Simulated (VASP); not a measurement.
# V (R-3m) in VASP: further runs

Runs on V. Level: PBEsol. Tasks: single point.

Program: VASP 6.6.1. These are calculated values, not measurements. Logs are shortened: lines on timing, memory, paths and dates and some standing lists are left out, and cuts for length are marked.

### 1 The structure

It takes space group R-3m (No. 166, trigonal). The conventional cell has a = 3.816 Å, b = 3.816 Å, c = 3.295 Å, α = 90.00°, β = 90.00°, γ = 120.00°. V (site symmetry -3m) is surrounded by 6 V at 2.46 Å.

This isn't the form of V at room conditions, which is bcc.

### 2 Single point, PBEsol

INCAR

```
  ALGO = Fast
  EDIFF = 1E-6
  ENCUT = 520
  GGA = PS
  ISIF = 2
  ISMEAR = 0
  LASPH = True
  LCHARG = False
  LREAL = False
  LWAVE = False
  NBANDS = 12
  NELM = 100
  PREC = Accurate
  SIGMA = 0.15
```

KPOINTS

```
k-points
0
Gamma
  24 24 24
```

POSCAR

```
V
1.0
   -1.1648707310      1.5336715030      1.5336715030
    1.5336715030     -1.1648707310      1.5336715030
    1.5336715030      1.5336715030     -1.1648707310
V
1
Direct
    0.0000000000      0.0000000000      0.0000000000
```

Potentials or basis: VASP PAW PBE potentials, release 64 (V_sv).

Launch:

```bash
$ cat potpaw_PBE.64/V_sv/POTCAR > POTCAR
$ mpirun -np 1 vasp_std > vasp.out
```

OUTCAR:

```text
EDIFF = 1E-6
   ENCUT = 520
   GGA = PS
   ISIF = 2
   ISMEAR = 0
   LASPH = True
   LREAL = False
   NELM = 100
   PREC = Accurate

 ion  position               nearest neighbor table
   1  0.000  0.000  0.000-

  LATTYP: Found a trigonal (rhomboedric) cell.
 ALAT       =     2.4619545849
 COS(alpha) =    -0.2014297013

  Lattice vectors:

 A1 = (  -1.1648707310,   1.5336715030,   1.5336715030)
 A2 = (   1.5336715030,  -1.1648707310,   1.5336715030)
 A3 = (   1.5336715030,   1.5336715030,  -1.1648707310)

Analysis of symmetry for initial positions (statically):
=====================================================================
 Subroutine PRICEL returns:
 Original cell was already a primitive cell.

 Routine SETGRP: Setting up the symmetry group for a
 trigonal (rhombohedral) supercell.

 Subroutine GETGRP returns: Found 12 space group operations
 (whereof 12 operations were pure point group operations)
 out of a pool of 12 trial point group operations.

The static configuration has the point symmetry D_3d.

Analysis of symmetry for dynamics (positions and initial velocities):
=====================================================================
 Subroutine PRICEL returns:
 Original cell was already a primitive cell.

 Routine SETGRP: Setting up the symmetry group for a
 trigonal (rhombohedral) supercell.

 Subroutine GETGRP returns: Found 12 space group operations
 (whereof 12 operations were pure point group operations)
 out of a pool of 12 trial point group operations.

The dynamic configuration has the point symmetry D_3d.

 Subroutine INISYM returns: Found 12 space group operations
 (whereof 12 operations are pure point group operations),
 and found     1 'primitive' translations

----------------------------------------------------------------------------------------

                                     Primitive cell

  volume of cell :      13.8541

  direct lattice vectors                    reciprocal lattice vectors
    -1.164870731  1.533671503  1.533671503    -0.071836351  0.298734095  0.298734095
     1.533671503 -1.164870731  1.533671503     0.298734095 -0.071836351  0.298734095
     1.533671503  1.533671503 -1.164870731     0.298734095  0.298734095 -0.071836351

  length of vectors
     2.461954585  2.461954585  2.461954585     0.428537723  0.428537723  0.428537723

  position of ions in fractional coordinates (direct lattice)
     0.000000000  0.000000000  0.000000000

[... 84 lines left out ...]
   TEBEG  =    0.0;   TEEND  =   0.0 temperature during run
   PSTRESS=    0.0 pullay stress
   NELECT =      13.0000    total number of electrons
   NUPDOWN=      -1.0000    fix difference up-down
   EMIN   =  10.00;   EMAX   =-10.00  energy-range for DOS
   EFERMI =   0.00;   METHOD = LEGACY
   ISMEAR =     0;   SIGMA  =   0.15  broadening in eV -4-tet -1-fermi 0-gaus
   EFERMI_NEDOS =   21; number of points for ismear=-14 and -15
   IALGO  =     68    algorithm
   IMIX   =      4    mixing-type and parameters
     AMIX     =   0.40;   BMIX     =  1.00
     AMIX_MAG =   1.60;   BMIX_MAG =  1.00
  volume/ion in A,a.u.               =      13.85        93.49
  Fermi-wavevector in a.u.,A,eV,Ry     =   1.602742  3.028744 34.950411  2.568783
  Thomas-Fermi vector in A             =   2.699515
   LORBIT       =      0    0 simple, 1 ext, 2 COOP (PROOUT), +10 PAW based schemes
   GGA     = PS    functional components
   LHFCALC =     F    Hartree Fock is set to
   AEXX    =    0.0000 exact exchange contribution
   IVDW    =     0    specifies the selected vdW correction
   LEPSILON=     F    determine dielectric tensor
   LRPA    =     F    only Hartree local field effects (RPA)
 non-spin polarized calculation
 RMM-DIIS sequential band-by-band and
 Gauss-broadening in eV      SIGMA  =   0.15
  energy-cutoff  :      520.00
  volume of cell :       13.85
 maximum number of plane-waves:       384
   NGX =  9   NGY =  9   NGZ =  9

 number of electron      13.0000008 magnetization

 Free energy of the ion-electron system (eV)
  ---------------------------------------------------
  ext. energy  EPLUGINS =         0.00000000
  ---------------------------------------------------
  free energy    TOTEN  =        -9.34361023 eV

  energy without entropy =       -9.33085025  energy(sigma->0) =       -9.33723024

 E-fermi :   9.3333     XC(G=0): -12.8430

 val. band max:        9.3324884561   @ k =   0.4167   0.2500   0.2500
 cond. band min:       9.3358239423   @ k =  -0.4583   0.3333   0.2083
 fundamental gap:      0.0033354862
 Fermi energy:         9.3332846494

 k-point     1 :       0.0000    0.0000    0.0000
  band No.  band energies     occupation
      1     -54.2741      2.00000
      2     -27.7906      2.00000
      3     -27.5114      2.00000
      4     -27.5114      2.00000
      5       2.7916      2.00000
      6       7.9246      2.00000
      7       7.9246      2.00000
      8      11.8372      0.00000
      9      12.4773      0.00000
     10      12.4773      0.00000
     11      27.5693      0.00000
     12      27.5693      0.00000
[... 331 lines left out ...]
 k-point    24 :       0.4583    0.0417   -0.0000
  band No.  band energies     occupation
      1     -54.0991      2.00000
      2     -28.6412      2.00000
      3     -27.6676      2.00000
      4     -27.4743      2.00000
      5       6.4721      2.00000
      6       7.9010      2.00000
      7       9.4766      0.17659
      8      11.8586      0.00000
      9      11.9521      0.00000
     10      12.5610      0.00000
     11      17.9775      0.00000
     12      27.3995      0.00000

 [... further k-points ...]

------------------------ aborting loop because EDIFF is reached ----------------------------------------

  FORCE on cell =-STRESS in cart. coord.  units (eV):
  Direction    XX          YY          ZZ          XY          YZ          ZX
  --------------------------------------------------------------------------------------
  -------------------------------------------------------------------------------------
  Total       -0.5604638     -0.5604638     -0.5604638     -0.9799974     -0.9799974     -0.9799974
  in kB      -64.8158698    -64.8158698    -64.8158698   -113.3336077   -113.3336077   -113.3336077
  external PRESSURE =     -64.8158698 kB  Pullay stress =       0.0000000 kB

 VOLUME and BASIS-vectors are now :
 -----------------------------------------------------------------------------
  energy-cutoff  :      520.00
  volume of cell :       13.85
      direct lattice vectors                 reciprocal lattice vectors
    -1.164870731  1.533671503  1.533671503    -0.071836351  0.298734095  0.298734095
     1.533671503 -1.164870731  1.533671503     0.298734095 -0.071836351  0.298734095
     1.533671503  1.533671503 -1.164870731     0.298734095  0.298734095 -0.071836351

 POSITION                                       TOTAL-FORCE (eV/Angst)
 -----------------------------------------------------------------------------------
      0.00000      0.00000      0.00000         0.000000      0.000000      0.000000
 -----------------------------------------------------------------------------------
    total drift:                                0.000000      0.000000      0.000000

  FREE ENERGIE OF THE ION-ELECTRON SYSTEM (eV)
  ---------------------------------------------------
  free  energy   TOTEN  =        -9.3436102281 eV

  energy  without entropy=       -9.3308502544  energy(sigma->0) =       -9.33723024
```

Wall time 2.7 min (1 thread of Intel Xeon Platinum 8259CL at 2.50GHz (Skylake/Cascade Lake), shared host); peak memory 0.3 GiB.

What came out:

```yaml
Free_energy: -9.3436 eV
Pressure: -6.5 GPa
Band_gap_on_the_k_mesh: none (metal or under the smearing width)
```

Caveat: the PAW data sets were made with another functional, which shifts forces and pressure a little.

### 3 Single point, PBEsol

This run uses another cell than the first one, of the same volume but with other edges.

INCAR

```
PREC     = Accurate       # precision mode
ENCUT    = 520            # plane-wave cutoff, eV
EDIFF    = 1E-6           # SCF threshold, eV
ISMEAR   = 0              # smearing method
SIGMA    = 0.15           # smearing width, eV
LREAL    = False          # projectors in reciprocal space
LASPH    = True           # aspherical terms in the spheres
NELM     = 100            # most SCF steps
ALGO     = Fast           # electronic algorithm
ISIF     = 2              # what is computed and relaxed
LWAVE    = False          # write WAVECAR
LCHARG   = True           # write CHGCAR
GGA      = PS             # functional
LELF     = True           # ELF
LVHAR    = True         
NBANDS   = 12             # bands
```

KPOINTS

```
regular mesh
0
Gamma
  24 24 24
```

POSCAR

```
V
1.0
   -2.2239706399      1.5885504571      1.5885504571
    1.5885504571     -2.2239706399      1.5885504571
    1.5885504571      1.5885504571     -2.2239706399
V
1
Direct
    0.0000000000      0.0000000000      0.0000000000
```

Potentials or basis: VASP PAW PBE potentials, release 64 (V_sv).

Launch:

```bash
$ cat potpaw_PBE.64/V_sv/POTCAR > POTCAR
$ mpirun -np 1 vasp_std > vasp.out
```

OUTCAR:

```text
PREC = Accurate
   ENCUT = 520
   EDIFF = 1E-6
   ISMEAR = 0
   LREAL = False
   LASPH = True
   NELM = 100
   ISIF = 2
   GGA = PS

 ion  position               nearest neighbor table
   1  0.000  0.000  0.000-

  LATTYP: Found a trigonal (rhomboedric) cell.
 ALAT       =     3.1611754960
 COS(alpha) =    -0.4545454545

  Lattice vectors:

 A1 = (  -2.2239706399,   1.5885504571,   1.5885504571)
 A2 = (   1.5885504571,  -2.2239706399,   1.5885504571)
 A3 = (   1.5885504571,   1.5885504571,  -2.2239706399)

[... 539 lines left out ...]
     12      25.9950      0.00000

 [... further k-points ...]

------------------------ aborting loop because EDIFF is reached ----------------------------------------

  FORCE on cell =-STRESS in cart. coord.  units (eV):
  Direction    XX          YY          ZZ          XY          YZ          ZX
  --------------------------------------------------------------------------------------
  -------------------------------------------------------------------------------------
  Total        8.5511736      8.5511736      8.5511736     10.7617421     10.7617421     10.7617421
  in kB      988.9162896    988.9162896    988.9162896   1244.5615707   1244.5615707   1244.5615707
  external PRESSURE =     988.9162896 kB  Pullay stress =       0.0000000 kB

 VOLUME and BASIS-vectors are now :
 -----------------------------------------------------------------------------
  energy-cutoff  :      520.00
  volume of cell :       13.85
      direct lattice vectors                 reciprocal lattice vectors
    -2.223970640  1.588550457  1.588550457     0.174862420  0.437156051  0.437156051
     1.588550457 -2.223970640  1.588550457     0.437156051  0.174862420  0.437156051
     1.588550457  1.588550457 -2.223970640     0.437156051  0.437156051  0.174862420

 POSITION                                       TOTAL-FORCE (eV/Angst)
 -----------------------------------------------------------------------------------
      0.00000      0.00000      0.00000        -0.000000     -0.000000     -0.000000
 -----------------------------------------------------------------------------------
    total drift:                                0.000000      0.000000     -0.000000

  FREE ENERGIE OF THE ION-ELECTRON SYSTEM (eV)
  ---------------------------------------------------
  free  energy   TOTEN  =        -5.8079337615 eV

  energy  without entropy=       -5.8000338116  energy(sigma->0) =       -5.80398379
```

OSZICAR:

```text
N       E                     dE             d eps       ncg     rms          rms(c)
DAV:   1     0.103027708479E+03    0.10303E+03   -0.72459E+03 31624   0.119E+03
DAV:   2    -0.436716633303E+01   -0.10739E+03   -0.10348E+03 32184   0.339E+02
DAV:   3    -0.599360108743E+01   -0.16264E+01   -0.16235E+01 33840   0.488E+01
DAV:   4    -0.600200958487E+01   -0.84085E-02   -0.84084E-02 32944   0.380E+00
DAV:   5    -0.600211056202E+01   -0.10098E-03   -0.10098E-03 34148   0.392E-01    0.464E+01
RMM:   6    -0.584348999393E+01    0.15862E+00   -0.70216E-02 32310   0.352E+00    0.264E+01
RMM:   7    -0.581002455070E+01    0.33465E-01   -0.81248E-02 34216   0.350E+00    0.166E+00
RMM:   8    -0.580881225942E+01    0.12123E-02   -0.56322E-03 34332   0.109E+00    0.298E-01
RMM:   9    -0.580793479609E+01    0.87746E-03   -0.84352E-04 33802   0.391E-01    0.948E-02
RMM:  10    -0.580793279651E+01    0.19996E-05   -0.13375E-04 34394   0.165E-01    0.237E-02
RMM:  11    -0.580793378081E+01   -0.98429E-06   -0.25393E-05 32953   0.692E-02    0.520E-03
RMM:  12    -0.580793376153E+01    0.19276E-07   -0.48808E-06 23541   0.297E-02
   1 F= -.58079338E+01 E0= -.58039838E+01  d E =-.789995E-02
```

stdout:

```text
POSCAR found type information on POSCAR V
 POSCAR found :  1 types and       1 ions
 scaLAPACK will be used
 -----------------------------------------------------------------------------
|                                                                             |
|                                                                             |
|     You enforced a specific xc type in the INCAR file but a different       |
|     I HOPE YOU KNOW WHAT YOU ARE DOING!                                     |
|                                                                             |
 -----------------------------------------------------------------------------

 LDA part: xc-table for (Slater+PW92), standard interpolation
 POSCAR, INCAR and KPOINTS ok, starting setup
 FFT: planning ... GRIDC
 FFT: planning ... GRID_SOFT
 FFT: planning ... GRID
 WAVECAR not read
 entering main loop
```

Run time: 3.3 min. Hardware: 1 thread of Intel Xeon Platinum 8259CL at 2.50GHz (Skylake/Cascade Lake), shared host; peak memory 0.32 GiB.

Results:

| Item | Value |
| --- | --- |
| Free energy | -5.8079 eV |
| Pressure | 98.9 GPa |
| Band gap on the k mesh | none (metal or under the smearing width) |

Caveat: a pressure of tens of GPa on the cell as given is suspect, and the run, the potentials or the cell itself is likely at fault; the PAW data sets were made with another functional, which shifts forces and pressure a little.
